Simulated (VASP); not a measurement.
# CdSe (Fm-3m) in VASP: equation of state

Aim: energy against volume of CdSe in PBE, for its equilibrium volume and stiffness.

Everything below comes from runs of VASP 6.6.1. Logs are shortened: lines on timing, memory, paths and dates and some standing lists are left out, and cuts for length are marked.

**1. The structure**

The structure is cubic, space group Fm-3m (No. 225). The conventional cell has a = 5.748 Å, b = 5.748 Å, c = 5.748 Å, α = 90.00°, β = 90.00°, γ = 90.00°. Around Cd (site symmetry m-3m) lie 6 Se at 2.87 Å. Se (site symmetry m-3m) has 6 Cd at 2.87 Å as nearest neighbours.

Measurements of this composition are mostly on another form, of space group No. 186.

**2. Equation of state, PBE, 22.31 Å³/atom (volume scaled by 0.94)**

INCAR reads:

```
PREC = Accurate
ENCUT = 520
EDIFF = 1E-7
ISMEAR = -1
SIGMA = 0.05
LREAL = False
LASPH = True
NELM = 60
ALGO = Normal
ISIF = 2
LWAVE = False
LCHARG = False
GGA = PE
NBANDS = 16
```

KPOINTS reads:

```
Automatic mesh
0
Gamma
  8 8 8
```

POSCAR reads:

```
CdSe
1.0
    0.0000000000      2.8152893338      2.8152893338
    2.8152893338      0.0000000000      2.8152893338
    2.8152893338      2.8152893338      0.0000000000
Cd Se
1 1
Direct
    0.0000000000      0.0000000000      0.0000000000
    0.5000000000      0.5000000000      0.5000000000
```

Potentials or basis: VASP PAW PBE potentials, release 64 (Cd, Se).

The run is started by

```
$ cat potpaw_PBE.64/Cd/POTCAR potpaw_PBE.64/Se/POTCAR > POTCAR
$ mpirun -np 1 vasp_std > vasp.out
```

OUTCAR:

```text
PREC = Accurate
   ENCUT = 520
   EDIFF = 1E-7
   ISMEAR = -1
   LREAL = False
   LASPH = True
   NELM = 60
   ISIF = 2
   GGA = PE

 ion  position               nearest neighbor table
   1  0.000  0.000  0.000-   2 2.82   2 2.82   2 2.82   2 2.82   2 2.82   2 2.82
   2  0.500  0.500  0.500-   1 2.82   1 2.82   1 2.82   1 2.82   1 2.82   1 2.82

  LATTYP: Found a face centered cubic cell.
 ALAT       =     5.6305786676

  Lattice vectors:

 A1 = (   0.0000000000,   2.8152893338,   2.8152893338)
 A2 = (   2.8152893338,   0.0000000000,   2.8152893338)
 A3 = (   2.8152893338,   2.8152893338,   0.0000000000)

Analysis of symmetry for initial positions (statically):
=====================================================================
 Subroutine PRICEL returns:
 Original cell was already a primitive cell.

 Routine SETGRP: Setting up the symmetry group for a
 face centered cubic supercell.

 Subroutine GETGRP returns: Found 48 space group operations
 (whereof 48 operations were pure point group operations)
 out of a pool of 48 trial point group operations.

The static configuration has the point symmetry O_h .

Analysis of symmetry for dynamics (positions and initial velocities):
=====================================================================
 Subroutine PRICEL returns:
 Original cell was already a primitive cell.

 Routine SETGRP: Setting up the symmetry group for a
 face centered cubic supercell.

 Subroutine GETGRP returns: Found 48 space group operations
 (whereof 48 operations were pure point group operations)
 out of a pool of 48 trial point group operations.

The dynamic configuration has the point symmetry O_h .

 Subroutine INISYM returns: Found 48 space group operations
 (whereof 48 operations are pure point group operations),
 and found     1 'primitive' translations

----------------------------------------------------------------------------------------

                                     Primitive cell

  volume of cell :      44.6271

  direct lattice vectors                    reciprocal lattice vectors
     0.000000000  2.815289334  2.815289334    -0.177601639  0.177601639  0.177601639
     2.815289334  0.000000000  2.815289334     0.177601639 -0.177601639  0.177601639
     2.815289334  2.815289334  0.000000000     0.177601639  0.177601639 -0.177601639

  length of vectors
     3.981420358  3.981420358  3.981420358     0.307615062  0.307615062  0.307615062

  position of ions in fractional coordinates (direct lattice)
     0.000000000  0.000000000  0.000000000
     0.500000000  0.500000000  0.500000000

  ion indices of the primitive-cell ions
   primitive index   ion index
                 1           1
                 2           2

----------------------------------------------------------------------------------------

 KPOINTS: Automatic mesh

Automatic generation of k-mesh.
 Grid dimensions read from file:
 generate k-points for:    8    8    8

 Generating k-lattice:

  Cartesian coordinates                     Fractional coordinates (reciprocal lattice)
    -0.022200205  0.022200205  0.022200205     0.125000000  0.000000000  0.000000000
     0.022200205 -0.022200205  0.022200205     0.000000000  0.125000000  0.000000000
     0.022200205  0.022200205 -0.022200205     0.000000000  0.000000000  0.125000000

  Length of vectors
     0.038451883  0.038451883  0.038451883

  Shift w.r.t. Gamma in fractional coordinates (k-lattice)
     0.000000000  0.000000000  0.000000000

 Subroutine IBZKPT returns following result:
 ===========================================

 Found     29 irreducible k-points:

 Following reciprocal coordinates:
            Coordinates               Weight
  0.000000  0.000000  0.000000      1.000000
  0.125000  0.000000  0.000000      8.000000
  0.250000  0.000000  0.000000      8.000000
  0.375000  0.000000  0.000000      8.000000
  0.500000  0.000000  0.000000      4.000000
  0.125000  0.125000  0.000000      6.000000
[... 21 lines left out ...]
 -0.375000  0.500000  0.125000     12.000000
 -0.250000  0.500000  0.250000      6.000000
   k-points           NKPTS =     29   k-points in BZ     NKDIM =     29   number of bands    NBANDS=     16
   number of dos      NEDOS =    301   number of ions     NIONS =      2
   total plane-waves  NPLWV =  27000
   dimension x,y,z NGX =    30 NGY =   30 NGZ =   30
   dimension x,y,z NGXF=    60 NGYF=   60 NGZF=   60
   ions per type =               1   1
   NGX,Y,Z   is equivalent  to a cutoff of  12.53, 12.53, 12.53 a.u.
   NGXF,Y,Z  is equivalent  to a cutoff of  25.05, 25.05, 25.05 a.u.
 SYSTEM =  unknown system
   PREC   = accura    normal or accurate (medium, high low for compatibility)
   ISTART =      0    job   : 0-new  1-cont  2-samecut
   ICHARG =      2    charge: 1-file 2-atom 10-const
   ISPIN  =      1    spin polarized calculation?
   LNONCOLLINEAR =      F non collinear calculations
   LSORBIT =      F    spin-orbit coupling
   LASPH  =      T    aspherical Exc in radial PAW
   ENCUT  =  520.0 eV  38.22 Ry    6.18 a.u.   7.40  7.40  7.40*2*pi/ulx,y,z
   NELM   =     60;   NELMIN=  2; NELMDL= -5     # of ELM steps
   EDIFF  = 0.1E-06   stopping-criterion for ELM
   LREAL  =      F    real-space projection
   EDIFFG = 0.1E-05   stopping-criterion for IOM
   NSW    =      0    number of steps for IOM
   IBRION =     -1    ionic relax: 0-MD 1-quasi-New 2-CG
   NFREE  =      0    steps in history (QN), initial steepest desc. (CG)
   ISIF   =      2    stress and relaxation
   ISYM   =      2    0-nonsym 1-usesym 2-fastsym
   POTIM  = 0.5000    time-step for ionic-motion
   TEBEG  =    0.0;   TEEND  =   0.0 temperature during run
   PSTRESS=    0.0 pullay stress
   NELECT =      18.0000    total number of electrons
   NUPDOWN=      -1.0000    fix difference up-down
   EMIN   =  10.00;   EMAX   =-10.00  energy-range for DOS
   EFERMI =   0.00;   METHOD = LEGACY
   ISMEAR =    -1;   SIGMA  =   0.05  broadening in eV -4-tet -1-fermi 0-gaus
   EFERMI_NEDOS =   21; number of points for ismear=-14 and -15
   IALGO  =     38    algorithm
   IMIX   =      4    mixing-type and parameters
     AMIX     =   0.40;   BMIX     =  1.00
     AMIX_MAG =   1.60;   BMIX_MAG =  1.00
  volume/ion in A,a.u.               =      22.31       150.58
  Fermi-wavevector in a.u.,A,eV,Ry     =   1.209575  2.285764 19.906283  1.463071
  Thomas-Fermi vector in A             =   2.345148
   LORBIT       =      0    0 simple, 1 ext, 2 COOP (PROOUT), +10 PAW based schemes
   GGA     = PE    functional components
   LHFCALC =     F    Hartree Fock is set to
   AEXX    =    0.0000 exact exchange contribution
   IVDW    =     0    specifies the selected vdW correction
   LEPSILON=     F    determine dielectric tensor
   LRPA    =     F    only Hartree local field effects (RPA)
 non-spin polarized calculation
  energy-cutoff  :      520.00
  volume of cell :       44.63
 maximum number of plane-waves:      1243
 NGX is ok and might be reduce to    30
   NGX = 15   NGY = 15   NGZ = 15

 number of electron      17.9999992 magnetization

 Free energy of the ion-electron system (eV)
  ---------------------------------------------------
  ext. energy  EPLUGINS =         0.00000000
  ---------------------------------------------------
  free energy    TOTEN  =        -5.16948649 eV

  energy without entropy =       -5.16717296  energy(sigma->0) =       -5.16832973

 E-fermi :   2.9346     XC(G=0): -10.2984

 val. band max:        2.8196454709   @ k =  -0.2500   0.1250   0.0000
 cond. band min:       3.1591792009   @ k =   0.0000   0.0000   0.0000
 fundamental gap:      0.3395337300
 Fermi energy:         2.9346300358

 k-point     1 :       0.0000    0.0000    0.0000
  band No.  band energies     occupation
      1     -10.4458      2.00000
      2      -5.2230      2.00000
      3      -5.2230      2.00000
      4      -5.2051      2.00000
      5      -5.2051      2.00000
      6      -5.2051      2.00000
[... 8 lines left out ...]
     15      12.9196      0.00000
     16      12.9846      0.00000

 k-point     2 :       0.1250    0.0000    0.0000
  band No.  band energies     occupation
      1     -10.3201      2.00000
      2      -5.2618      2.00000
      3      -5.2618      2.00000
      4      -5.2173      2.00000
      5      -5.1832      2.00000
      6      -5.1832      2.00000
[... 8 lines left out ...]
     15      12.3618      0.00000
     16      12.6316      0.00000

 k-point     3 :       0.2500    0.0000    0.0000
  band No.  band energies     occupation
      1      -9.9844      2.00000
      2      -5.3574      2.00000
      3      -5.3574      2.00000
      4      -5.2621      2.00000
      5      -5.1252      2.00000
      6      -5.1252      2.00000
[... 8 lines left out ...]
     15      13.1590      0.00000
     16      13.1591      0.00000

 k-point     4 :       0.3750    0.0000    0.0000
  band No.  band energies     occupation
      1      -9.5848      2.00000
      2      -5.4498      2.00000
      3      -5.4498      2.00000
      4      -5.3496      2.00000
      5      -5.0660      2.00000
      6      -5.0660      2.00000
[... 8 lines left out ...]
     15      14.6231      0.00000
     16      14.6231      0.00000
[... 419 lines left out ...]
 k-point    27 :      -0.2500    0.3750    0.1250
  band No.  band energies     occupation
      1      -9.4318      2.00000
      2      -5.3851      2.00000
      3      -5.2458      2.00000
      4      -5.2037      2.00000
      5      -5.0224      2.00000
      6      -4.8059      2.00000
[... 8 lines left out ...]
     15      14.2486      0.00000
     16      17.5831      0.00000

 k-point    28 :      -0.3750    0.5000    0.1250
  band No.  band energies     occupation
      1      -9.4979      2.00000
      2      -5.3008      2.00000
      3      -5.2273      2.00000
      4      -5.0586      2.00000
      5      -4.9815      2.00000
      6      -4.4923      2.00000
[... 8 lines left out ...]
     15      16.6653      0.00000
     16      17.9440      0.00000

 k-point    29 :      -0.2500    0.5000    0.2500
  band No.  band energies     occupation
      1      -9.4294      2.00000
      2      -5.3474      2.00000
      3      -5.2009      2.00000
      4      -5.2009      2.00000
      5      -4.9815      2.00000
      6      -4.5630      2.00000
[... 8 lines left out ...]
     15      15.2086      0.00000
     16      17.9445      0.00000

------------------------ aborting loop because EDIFF is reached ----------------------------------------

  FORCE on cell =-STRESS in cart. coord.  units (eV):
  Direction    XX          YY          ZZ          XY          YZ          ZX
  --------------------------------------------------------------------------------------
  -------------------------------------------------------------------------------------
  Total        1.2020436      1.2020436      1.2020436      0.0000000      0.0000000     -0.0000000
  in kB       43.1550567     43.1550567     43.1550567      0.0000000      0.0000000     -0.0000000
  external PRESSURE =      43.1550567 kB  Pullay stress =       0.0000000 kB

 VOLUME and BASIS-vectors are now :
 -----------------------------------------------------------------------------
  energy-cutoff  :      520.00
  volume of cell :       44.63
      direct lattice vectors                 reciprocal lattice vectors
     0.000000000  2.815289334  2.815289334    -0.177601639  0.177601639  0.177601639
     2.815289334  0.000000000  2.815289334     0.177601639 -0.177601639  0.177601639
     2.815289334  2.815289334  0.000000000     0.177601639  0.177601639 -0.177601639

 POSITION                                       TOTAL-FORCE (eV/Angst)
 -----------------------------------------------------------------------------------
      0.00000      0.00000      0.00000        -0.000000     -0.000000      0.000000
      2.81529      2.81529      2.81529         0.000000      0.000000     -0.000000
 -----------------------------------------------------------------------------------
    total drift:                               -0.000000      0.000000      0.000000

  FREE ENERGIE OF THE ION-ELECTRON SYSTEM (eV)
  ---------------------------------------------------
  free  energy   TOTEN  =        -5.1694864944 eV

  energy  without entropy=       -5.1671729590  energy(sigma->0) =       -5.16832973
```

Wall time 27 s (1 thread of Intel Xeon Platinum 8559C (Emerald Rapids), shared host); peak memory 0.17 GiB.

Results:

```yaml
Free_energy: -5.1695 eV
Pressure: 4.3 GPa
Band_gap_on_the_k_mesh: none (metal or under the smearing width)
```

**3. Equation of state, PBE, 22.79 Å³/atom (volume scaled by 0.96)**

INCAR reads:

```
SYSTEM = CdSe
ALGO = Normal
EDIFF = 1E-7
ENCUT = 520
GGA = PE
ISIF = 2
ISMEAR = -1
LASPH = .True.
LCHARG = .False.
LREAL = .False.
LWAVE = .False.
NBANDS = 16
NELM = 80
PREC = Accurate
SIGMA = 0.05
```

KPOINTS reads:

```
k-points
0
Gamma
  8 8 8
  0 0 0
```

POSCAR reads:

```
CdSe
1.0
    0.0000000000      2.8351159683      2.8351159683
    2.8351159683      0.0000000000      2.8351159683
    2.8351159683      2.8351159683      0.0000000000
Cd Se
1 1
Direct
    0.0000000000      0.0000000000      0.0000000000
    0.5000000000      0.5000000000      0.5000000000
```

Potentials or basis: VASP PAW PBE potentials, release 64 (Cd, Se).

The run is started by

```
$ cat potpaw_PBE.64/Cd/POTCAR potpaw_PBE.64/Se/POTCAR > POTCAR
$ mpirun -np 1 vasp_std > vasp.out
```

It took 23 s on 1 thread of Intel Xeon Platinum 8559C (Emerald Rapids), shared host; peak memory 0.17 GiB.

It converged, with:

* Free energy: -5.1902 eV
* Pressure: 2.7 GPa
* Band gap on the k mesh: none (metal or under the smearing width)

**4. Equation of state, PBE, 23.26 Å³/atom (volume scaled by 0.98)**

INCAR reads:

```
PREC = Accurate
ENCUT = 520
EDIFF = 1E-7
ISMEAR = -1
SIGMA = 0.05
LREAL = F
LASPH = T
NELM = 100
ALGO = Normal
ISIF = 2
LWAVE = F
LCHARG = F
GGA = PE
NBANDS = 16
```

KPOINTS reads:

```
Automatic mesh
0
Gamma
  8 8 8
```

POSCAR reads:

```
CdSe
1.0
    0.0000000000      2.8546691101      2.8546691101
    2.8546691101      0.0000000000      2.8546691101
    2.8546691101      2.8546691101      0.0000000000
Cd Se
1 1
Direct
    0.0000000000      0.0000000000      0.0000000000
    0.5000000000      0.5000000000      0.5000000000
```

The run is started by

```
$ cat potpaw_PBE.64/Cd/POTCAR potpaw_PBE.64/Se/POTCAR > POTCAR
$ mpirun -np 1 vasp_std > vasp.out
```

Run time: 19 s. Hardware: 1 thread of Intel Xeon Platinum 8559C (Emerald Rapids), shared host; peak memory 0.17 GiB.

The run converged. Its results:

| Quantity | Value |
| --- | --- |
| Free energy | -5.2020 eV |
| Pressure | 1.3 GPa |
| Band gap on the k mesh | none (metal or under the smearing width) |

**5. Equation of state, PBE, 24.21 Å³/atom (volume scaled by 1.02)**

INCAR reads:

```
SYSTEM = CdSe
PREC = Accurate
ENCUT = 520
EDIFF = 1E-7
ISMEAR = -1
SIGMA = 0.05
LREAL = .FALSE.
LASPH = .TRUE.
NELM = 80
ALGO = Normal
ISIF = 2
LWAVE = .FALSE.
LCHARG = .FALSE.
GGA = PE
NBANDS = 16
```

KPOINTS reads:

```
regular mesh
0
G
  8 8 8
  0 0 0
```

POSCAR reads:

```
CdSe
1.0
    0.0000000000      2.8929913891      2.8929913891
    2.8929913891      0.0000000000      2.8929913891
    2.8929913891      2.8929913891      0.0000000000
Cd Se
1 1
Direct
    0.0000000000      0.0000000000      0.0000000000
    0.5000000000      0.5000000000      0.5000000000
```

The run is started by

```
$ cat potpaw_PBE.64/Cd/POTCAR potpaw_PBE.64/Se/POTCAR > POTCAR
$ mpirun -np 1 vasp_std > vasp.out
```

It took 23 s on 1 thread of Intel Xeon Platinum 8559C (Emerald Rapids), shared host; peak memory 0.17 GiB.

Results (log left out):

* Free energy: -5.2025 eV
* Pressure: -1.1 GPa
* Band gap on the k mesh: none (metal or under the smearing width)

**6. Equation of state, PBE, 24.69 Å³/atom (volume scaled by 1.04)**

INCAR is that of step 5.

KPOINTS is that of step 5.

POSCAR reads:

```
CdSe
1.0
    0.0000000000      2.9117775739      2.9117775739
    2.9117775739      0.0000000000      2.9117775739
    2.9117775739      2.9117775739      0.0000000000
Cd Se
1 1
Direct
    0.0000000000      0.0000000000      0.0000000000
    0.5000000000      0.5000000000      0.5000000000
```

Potentials or basis: VASP PAW PBE potentials, release 64 (Cd, Se).

The run is started by

```
$ cat potpaw_PBE.64/Cd/POTCAR potpaw_PBE.64/Se/POTCAR > POTCAR
$ mpirun -np 1 vasp_std > vasp.out
```

It took 19 s on 1 thread of Intel Xeon Platinum 8559C (Emerald Rapids), shared host; peak memory 0.17 GiB.

It converged, with:

```yaml
Free_energy: -5.1928 eV
Pressure: -2.1 GPa
Band_gap_on_the_k_mesh: none (metal or under the smearing width)
```

**7. Equation of state, PBE, 25.16 Å³/atom (volume scaled by 1.06)**

INCAR reads:

```
SYSTEM = CdSe
PREC = Accurate ; ENCUT = 520
EDIFF = 1E-7 ; ISMEAR = -1
SIGMA = 0.05 ; LREAL = .False.
LASPH = .True. ; NELM = 100
ALGO = Normal ; ISIF = 2
LWAVE = .False. ; LCHARG = .False.
GGA = PE ; NBANDS = 16
```

KPOINTS reads:

```
regular mesh
0
Gamma
  8 8 8
  0 0 0
```

POSCAR reads:

```
CdSe
1.0
    0.0000000000      2.9303244279      2.9303244279
    2.9303244279      0.0000000000      2.9303244279
    2.9303244279      2.9303244279      0.0000000000
Cd Se
1 1
Direct
    0.0000000000      0.0000000000      0.0000000000
    0.5000000000      0.5000000000      0.5000000000
```

The run is started by

```
$ cat potpaw_PBE.64/Cd/POTCAR potpaw_PBE.64/Se/POTCAR > POTCAR
$ mpirun -np 1 vasp_std > vasp.out
```

Wall time 18 s (1 thread of Intel Xeon Platinum 8559C (Emerald Rapids), shared host); peak memory 0.18 GiB.

Results (log left out):

- Free energy: -5.1776 eV
- Pressure: -3.0 GPa
- Band gap on the k mesh: none (metal or under the smearing width)

**8. Equation of state, PBE**

Potentials or basis: VASP PAW PBE potentials, release 64 (Cd, Se).

No new run: the results of the series are fitted here.

Results:

* Equilibrium volume: 23.74 Å³/atom
* Bulk modulus: 60 GPa
* Pressure derivative of the bulk modulus: 4.8

Energy against volume, from the lowest point:
```
volume (Å³/atom)  energy (meV/atom)
          22.314              18.12
          22.788               7.76
          23.263               1.89
          23.738               0.00
          24.213               1.64
          24.687               6.44
          25.162              14.07
```
